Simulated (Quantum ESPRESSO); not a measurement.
## Al2O3 under changes of volume

One of the cells (13.454 Å³/atom); the others are scaled copies at fixed shape and fractional positions:

```
CELL_PARAMETERS angstrom
2.88432 0.00000 0.00000
-1.44216 2.49790 0.00000
0.00000 0.00000 9.33675
ATOMIC_POSITIONS crystal
Al 0.00000 0.00000 0.85001
Al 0.00000 0.00000 0.14999
O 0.33333 0.66667 0.77768
O 0.66667 0.33333 0.00000
O 0.33333 0.66667 0.22232
```

Measurements of this composition are mostly on another form, of space group No. 167.

```yaml
Program: Quantum ESPRESSO 7.5
Functional: PBEsol
Potentials_or_basis: GBRV 1.5 PBEsol
Cutoff: 612 eV
Density_cutoff: 4898 eV
k_mesh: 11 × 11 × 3
Occupations: fermi-dirac, width 0.05 eV
Spin: no spin polarisation
```

```tsv
volume (Å³/atom)	energy over the lowest point (meV/atom)	pressure (GPa)	gap on the mesh (eV)
12.647	?	?	?
12.916	3.68	3.7	5.12
13.185	0.00	0.5	4.94
13.454	1.50	-2.4	4.76
13.723	7.65	-5.0	4.59
13.992	18.02	-7.4	4.43
14.261	32.20	-9.6	4.27
```

**Question.** What does the run at 12.647 Å³/atom give?

**Answer.** Energy over the lowest point 13.09 meV/atom; pressure 7.3 GPa; gap on the mesh 5.31 eV.

Worked out: A Birch-Murnaghan fit of order 3 (a polynomial in V^(-2/3)) to the other rows has its minimum at 13.24 Å³/atom with B0 = V·E''(V) = 148 GPa and B' = 4.0 at fixed shape and positions, which overstates the stiffness. It gives 13.08 meV/atom at 12.647 Å³/atom, against the run's 13.09, and -dE/dV = 7.4 GPa, against 7.3. A straight line through the other rows of the gap, of slope -8.58 eV per unit of ln V, extrapolates to 5.30 eV, against the run's 5.31.

Energies are extrapolated to zero smearing.

Caveats: an odd mesh through Γ misses points on the zone boundary, where band edges often lie.
